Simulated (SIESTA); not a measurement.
Runs of SIESTA 5.4.2 on CdTe. The structure is cubic, space group F-43m (No. 216). The conventional cell has a = 6.410 Å, b = 6.410 Å, c = 6.410 Å, α = 90.00°, β = 90.00°, γ = 90.00°. Te (site symmetry -43m) is surrounded by 4 Cd at 2.78 Å. Cd (site symmetry -43m) has 4 Te at 2.78 Å as nearest neighbours. 

| task | level | potentials or basis | cell | k mesh | optimiser | force tolerance | stress tolerance (GPa) | grid cutoff | gap on the mesh (eV) | pressure (GPa) | relaxed volume (Å³/atom) |
| --- | --- | --- | --- | --- | --- | --- | --- | --- | --- | --- | --- |
| band structure | PBE | PseudoDojo 0.4 standard (PBE files), TZDP (energy shift 0.002 Ry) | as given | 7 × 7 × 7 | - | - | - | 800 Ry | 1.05 | (a) | - |
| relaxation of cell and atoms | PBE | PseudoDojo 0.4 standard (PBE files), DZP (energy shift 0.002 Ry) | relaxed | 5 × 5 × 5 | Broyden | 0.01 eV/Å | 0.05 | 1200 Ry | 0.81 | 0.0 | 36.35 |
| band structure | RPBE | PseudoDojo 0.4 standard (PBE files), DZP (energy shift 0.002 Ry) | as given | 7 × 7 × 7 | - | - | - | 800 Ry | 1.39 | 6.3 | - |
| band structure | vdW-DF | PseudoDojo 0.4 standard (PBE files), DZP (energy shift 0.002 Ry) | as given | 7 × 7 × 7 | - | - | - | 800 Ry | 1.28 | 7.0 | - |
| relaxation of cell and atoms | revPBE | PseudoDojo 0.4 standard (PBE files), DZP (energy shift 0.002 Ry) | relaxed | 7 × 7 × 7 | CG | 0.04 eV/Å | - | 800 Ry | 0.83 | -0.1 | (b) |

Alike in all rows: no spin polarisation; smearing fermi-dirac 0.05 eV; energy shift 0.002 Ry.

Estimate the missing entries.

(a) 4.7; (b) 37.41.

Caveats: semicore shells carry a single zeta, which can move pressures by several GPa and volumes by a few percent; spin-orbit coupling is left out, which moves the levels of the heavy elements; the basis of atomic orbitals isn't converged, which shifts pressures, moduli and gaps; the potentials were made for another functional, which shifts forces and pressure (some runs); an odd mesh through Γ misses points on the zone boundary, where band edges often lie (some runs); the volume moved by +10 % from the deposited cell, more than functionals usually miss (some runs); the volume moved by +14 % from the deposited cell, more than functionals usually miss (some runs).

A k mesh can miss the band edges, and the runs leave out spin-orbit coupling on Cd, Te.

Not every run made on this cell is shown here.
